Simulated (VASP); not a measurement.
# GaP: restarted molecular dynamics, 2 variants

GaP, F-43m (no. 216), 8 atoms in the cell. PBE, molecular dynamics; PAW potentials Ga, P (PBE set).

| Restart from | Temperature at the end (K) | The same without a restart (K) | Potential energy at the end (eV/atom) | The same without a restart (eV/atom) | Electronic steps in the first step after the restart | Time (s) |
|---|---|---|---|---|---|---|
| CONTCAR with velocities, WAVECAR read | 291.0 | 291.0 | -4.21976 | -4.21976 | 4 | 152 |
| CONTCAR with velocities, no WAVECAR | 291.0 | 291.0 | -4.21976 | -4.21976 | 14 | 154 |

Limits: 120 fs of 8 atoms are too short for converged averages; the cell is only 5.5 Å across, so each atom moves in step with near copies of itself.

## Input of the first row

INCAR.step1:
```
ALGO = Normal
EDIFF = 1E-6
ENCUT = 260
GGA = PE
IBRION = 0
ISIF = 2
ISMEAR = 0
ISYM = 0
KPAR = 2
LASPH = True
LCHARG = False
LREAL = Auto
LWAVE = True
MDALGO = 4
NELM = 60
NELMIN = 4
NHC_NCHAINS = 3
NHC_PERIOD = 30
NSW = 30
POTIM = 2.0
PREC = Normal
RANDOM_SEED = 80328 0 0
SIGMA = 0.05
TEBEG = 1600
```

INCAR.step2, as INCAR.step1 but for:
```
- LWAVE = True
+ LWAVE = False
```

KPOINTS:
```
k-points
0
Monkhorst-Pack
  2 2 2
```

POSCAR.step1:
```
GaP
1.0
    5.4505000000      0.0000000000      0.0000000000
    0.0000000000      5.4505000000      0.0000000000
    0.0000000000      0.0000000000      5.4505000000
Ga P
4 4
Direct
    0.0000000000      0.0000000000      0.0000000000
    0.0000000000      0.5000000000      0.5000000000
    0.5000000000      0.0000000000      0.5000000000
    0.5000000000      0.5000000000      0.0000000000
    0.2500000000      0.2500000000      0.2500000000
    0.2500000000      0.7500000000      0.7500000000
    0.7500000000      0.2500000000      0.7500000000
    0.7500000000      0.7500000000      0.2500000000
```

Commands (each step's output is kept before the next begins):
```
cat potpaw_PBE.64/Ga/POTCAR potpaw_PBE.64/P/POTCAR > POTCAR
cp INCAR.step1 INCAR
cp POSCAR.step1 POSCAR
mpirun -np 2 vasp_std > vasp.out
cp CONTCAR POSCAR
cp INCAR.step2 INCAR
mpirun -np 2 vasp_std > vasp.out
```

Changes of the last row against the first:
```
(step 1)
- LWAVE = True
+ LWAVE = False
```

VASP 6.6.1 took 152 s on 2 cores (Intel Xeon Platinum 8259CL @ 2.50GHz (Skylake/Cascade Lake)), a shared host.
